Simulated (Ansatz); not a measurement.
## Formation energy of PbTe in the WC-type structure

Method: PBE, scalar-relativistic; no spin polarisation; PAW, 420 eV, 10×10×8 k-mesh, Gaussian smearing of 0.05 eV; code Ansatz; PAW files: Ansatz's generated set soft_2.

The start was a prototype's sites filled with these elements. The Crystallography Open Database lists the compound in space group Fm-3m (rock salt), so this is a trial structure.

Symmetry: P-6m2, No. 187, hexagonal system. Conventional cell: a = 4.456 Å, b = 4.456 Å, c = 4.189 Å, α = 90.00°, β = 90.00°, γ = 120.00°. Pb (site symmetry -6m2) is surrounded by 6 Te at 3.32 Å. Te (site symmetry -6m2) has 6 Pb at 3.32 Å as nearest neighbours. (Neighbours are counted to 15 % beyond the shortest distance.)

The elements were computed in their standard states with the same datasets, cutoff and functional. Absolute energies hang on the potentials; compare differences alone.

Energy of the relaxed cell (2 atoms, smearing extrapolated to zero): -18886.952 eV. Elements, in eV/atom: Pb -11906.418, Te -6979.958.

Question: What is the formation energy?

Answer: [-18886.952 − (1 × -11906.418 + 1 × -6979.958)] / 2 = -0.29 eV/atom, or -28 kJ per mole of atoms.

The value is for 0 K, without zero-point energy. A negative value shows stability against the elements alone, not against other compounds or structures.

No spin–orbit coupling, a notable omission for heavy elements. A displaced or strained copy of the relaxed cell lay 3.2 meV/atom lower, so the structure isn't a true minimum at this level, unless the mesh, which matters in a metal, makes it so.
